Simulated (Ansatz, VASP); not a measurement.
# Sn: VASP beside Ansatz

File INCAR:

```
  PREC = Accurate
  ENCUT = 520
  EDIFF = 1E-6
  ISMEAR = 0
  SIGMA = 0.15
  LREAL = F
  LASPH = T
  NELM = 100
  ALGO = Fast
  ISIF = 2
  LWAVE = F
  LCHARG = F
  GGA = PS
  NBANDS = 13
```

File KPOINTS:

```
regular mesh
0
Gamma
  24 24 24
```

Contents of POSCAR:

```
Sn
1.0
   -0.9907472757      1.9814945513      1.9814945513
    1.9814945513     -0.9907472757      1.9814945513
    1.9814945513      1.9814945513     -0.9907472757
Sn
1
Direct
    0.0000000000      0.0000000000      0.0000000000
```

Input for Ansatz:

```yaml
crystal:
  lattice:
    - [-0.9907472757, 1.9814945513, 1.9814945513]
    - [1.9814945513, -0.9907472757, 1.9814945513]
    - [1.9814945513, 1.9814945513, -0.9907472757]
  atoms:
    - { symbol: Sn, position: [0.0, 0.0, 0.0] }
basis:
  ecutwfc: 420
kpoints:
  mp_grid: { grid: [24, 24, 24] }
hamiltonian:
  xc: pbesol
scf:
  occupations: { method: gaussian, width: 0.15 }
output:
  forces: true
  stress: true
  eigenvalues: true
```

Alike in both runs: task single point; functional PBEsol; k mesh 24 × 24 × 24; occupations gaussian, width 0.15 eV; no spin polarisation.

|  | VASP | Ansatz |
| --- | --- | --- |
| version | VASP 6.6.1 | Ansatz 0.2.0 |
| potentials or method | VASP PAW PBE potentials, release 64 (Sn_d) | scalar-relativistic, plane waves, PAW |
| plane-wave cutoff (eV) | 520 | 420 |
| valence electrons in the cell | 14 | 14 |

Ansatz gave:

| Item | Value |
| --- | --- |
| gap on the k mesh at the Fermi level (eV) | none |
| pressure (GPa) | 3.8 |

Question: Which values does VASP return?

Answer: gap on the k mesh at the Fermi level (eV): none; pressure (GPa): 3.7.

A gap of «none» marks a metal or a gap that the smearing closes.

Caveats: the PAW data sets were made with another functional, which shifts forces and pressure a little (VASP).
